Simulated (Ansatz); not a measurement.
## Equation of state of CdS from a dense series

```xyz
4
Lattice="4.1348 0.0000 0.0000 -2.0674 3.5808 0.0000 0.0000 0.0000 6.7490" Properties=species:S:1:pos:R:3 pbc="T T T"
Cd    0.0000    2.3872    0.0000
Cd    2.0674    1.1936    3.3745
S     0.0000    2.3872    2.5984
S     2.0674    1.1936    5.9729
```

Atoms are numbered in the order listed.

The cell is COD entry 9008862, as deposited and not checked against the literature; nothing was relaxed. It differs from other determinations.

The calculation used DFT, PBEsol, all-electron LAPW, scalar-relativistic in Ansatz 0.2.0.

Settings: a Γ-centred 7×7×4 k mesh, Fermi–Dirac smearing of 0.01 eV, basis error target 1 meV/atom, no spin polarisation.

The cell is scaled evenly. Fractional coordinates are held (clamped ions).

```
V (Å³/atom)  P (GPa)
     23.483     3.65
     24.482     0.71
     24.732     0.07
     24.982    -0.53
     25.231    -1.10
     25.481    -1.64
     25.981    -2.63
     26.480    -3.51
```

(1) Fit a third-order Birch–Murnaghan curve to the pressures.

(2) Predict the pressure at the withheld volume, 23.982 Å³/atom.

Results:

(1) P = (3B0/2)(y^(7/2) − y^(5/2))[1 + (3/4)(B0′ − 4)(y − 1)] with y = (V0/V)^(2/3) fits within 0.01 GPa for V0 = 24.760 Å³/atom, B0 = 61.0 GPa and B0′ = 4.59.

(2) There y = 1.0215, so the fit gives 2.10 GPa; the run gave 2.10 GPa.
